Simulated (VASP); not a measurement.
TaN:

```xyz
4
Lattice="3.0480 0.0000 0.0000 -1.5240 2.6396 0.0000 0.0000 0.0000 4.9180" Properties=species:S:1:pos:R:3 pbc="T T T"
Ta    0.0000    0.0000    0.0000
Ta    0.0000    0.0000    2.4590
N     0.0000    1.7598    1.2295
N     1.5240    0.8799    3.6885
```

Base run:

* Program: VASP 6.6.1
* Functional: LDA
* Potentials or basis: VASP PAW LDA potentials, release 64 (Ta_pv, N)
* Cutoff: 520 eV
* k mesh: 7 × 7 × 4
* Occupations: gaussian, width 0.05 eV
* Spin: collinear spin, antiferromagnetic start
* Starting moments: [0.5, -0.5, 0.0, 0.0] μB
* Hubbard terms: Ta d U = 2 eV

Its results: band gap on the k mesh none (metal or under the smearing width); pressure 50.6 GPa; net moment 0.00 μB per cell.

Q: The run is repeated on the same cell with these changes: hubbard terms from Ta d U = 2 eV to Ta d U = 6 eV. What comes out?

A: Band gap on the k mesh none (metal or under the smearing width); pressure 65.8 GPa; net moment 0.00 μB per cell.

Caveats: a pressure of tens of GPa on the cell as given is suspect, and the run, the potentials or the cell itself is likely at fault.
